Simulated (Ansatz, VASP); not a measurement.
One calculation of Ga, two programs

```
Ga
1.0
    -1.65708    1.65708    1.65708
     1.65708   -1.65708    1.65708
     1.65708    1.65708   -1.65708
Ga
1
Cartesian
  0.0000 0.0000 0.0000
```

Alike in both runs: task single point; functional r2SCAN; k mesh 15 × 15 × 15; occupations fermi-dirac, width 0.1 eV; no spin polarisation.

|  | VASP | Ansatz |
| --- | --- | --- |
| version | VASP 6.6.1 | Ansatz 0.2.0 |
| potentials or method | VASP PAW PBE potentials, release 64 (Ga_d) | plane waves (500 eV) with PAW, scalar-relativistic |
| plane-wave cutoff (eV) | 520 | 500 |
| valence electrons in the cell | 13 | 13 |

```csv
,VASP,Ansatz,Ansatz less VASP
pressure (GPa),-0.1,-0.2,-0.14
```

The functional is the same, so the differences come from potentials, cutoffs and numerics.

Caveats: the PAW data sets were made with another functional, which shifts forces and pressure a little (VASP).
